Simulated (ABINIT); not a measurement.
The system is Sn.

```
Sn
1.0
    -2.94014    2.94014    1.59930
     2.94014   -2.94014    1.59930
     2.94014    2.94014   -1.59930
Sn
2
Direct
  0.00000 0.00000 0.00000
  0.75000 0.25000 0.50000
```

| Quantity | Value |
| --- | --- |
| Program | ABINIT 10.8.3 (patched build) |
| Task | relaxation of cell and atoms |
| Functional | PBE |
| Potentials or basis | PseudoDojo NC SR PBE v0.4.1 standard |
| Cutoff | 980 eV |
| k mesh | 7 × 7 × 7 |
| Occupations | fermi-dirac, width 0.05 eV |
| Spin | no spin polarisation |

At the start: pressure 1.3 GPa; volume 27.65 Å³/atom.

Where does the relaxation end?

Over 9 steps the energy falls by 3.2 meV/atom and the volume is 28.37 Å³/atom (+2.6 %); space group I4_1/amd (No. 141, to 0.05 Å).

The path:
```csv
step,energy change (eV),largest force (eV/Å),pressure (GPa),volume (Å³)
1,0.0000,0.0000,1.30,55.30
2,-0.0017,0.0000,1.09,55.52
3,-0.0061,0.0000,0.01,56.73
4,-0.0062,0.0000,-0.04,56.78
5,-0.0063,0.0000,-0.10,56.86
6,-0.0064,0.0000,-0.12,56.88
7,-0.0065,0.0000,-0.06,56.82
8,-0.0065,0.0000,-0.02,56.77
9,-0.0065,0.0000,0.00,56.75
```

Final structure:
```
CELL_PARAMETERS angstrom
-2.95345 2.95345 1.62647
2.95345 -2.95345 1.62647
2.95345 2.95345 -1.62647
ATOMIC_POSITIONS crystal
Sn 0.00000 0.00000 0.00000
Sn 0.75000 0.25000 0.50000
```
